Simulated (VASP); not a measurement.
Wanted: the native input for a VASP 6.6.1 run.

| Property | Result |
| --- | --- |
| Task | relaxation of cell and atoms |
| Functional | optB88-vdW |
| Potentials or basis | VASP PAW PBE potentials, release 64 (Lu) |
| Cutoff | 600 eV |
| k mesh | 10 × 10 × 10 |
| Occupations | fermi-dirac, width 0.05 eV |
| Spin | no spin polarisation |
| Further INCAR settings | ALGO = Normal; EDIFF = 1e-06; IBRION = 2; EDIFFG = -0.005; NSW = 60; ISIF = 3 |

The structure of Lu lies in POSCAR:

```
Lu
1.0
   -1.9541071088      1.9541071088      1.9541071088
    1.9541071088     -1.9541071088      1.9541071088
    1.9541071088      1.9541071088     -1.9541071088
Lu
1
Direct
    0.0000000000      0.0000000000      0.0000000000
```

This isn't the form of Lu at room conditions, which is hcp.

The input as run:

INCAR

```
PREC = Accurate ; ENCUT = 600
EDIFF = 1E-6 ; ISMEAR = -1
SIGMA = 0.05 ; LREAL = False
LASPH = True ; NELM = 100
ALGO = Normal ; ISIF = 3
LWAVE = False ; LCHARG = False
GGA = BO ; LUSE_VDW = True
AGGAC = 0.0 ; PARAM1 = 0.1833333333
PARAM2 = 0.22 ; IBRION = 2
NSW = 60 ; EDIFFG = -0.005
```

KPOINTS

```
Automatic mesh
0
Gamma
  10 10 10
```

Potentials or basis: VASP PAW PBE potentials, release 64 (Lu).

Command:

```console
$ cat potpaw_PBE.64/Lu/POTCAR > POTCAR
$ mpirun -np 1 vasp_std > vasp.out
```

It gave:

| Item | Value |
| --- | --- |
| Relaxed volume | 28.50 Å³/atom |
| Relaxed cell | a = 3.333 Å, b = 3.333 Å, c = 3.333 Å, α = 109.47°, β = 109.47°, γ = 109.47° |
| Space group after relaxing (to 0.05 Å) | Im-3m (No. 229) |
| Energy gained by relaxing | 8.8 meV/atom |
| Ionic steps | 4 |
| Pressure after relaxing | 0.0 GPa |
| Band gap on the k mesh | none (metal or under the smearing width) |

Caveat: the PAW data sets were made with another functional, which shifts forces and pressure a little.

It took 2.1 min on 1 thread of Intel(R) Xeon(R) 6975P-C (Granite Rapids), with other jobs on the host, peak memory 0.35 GiB.
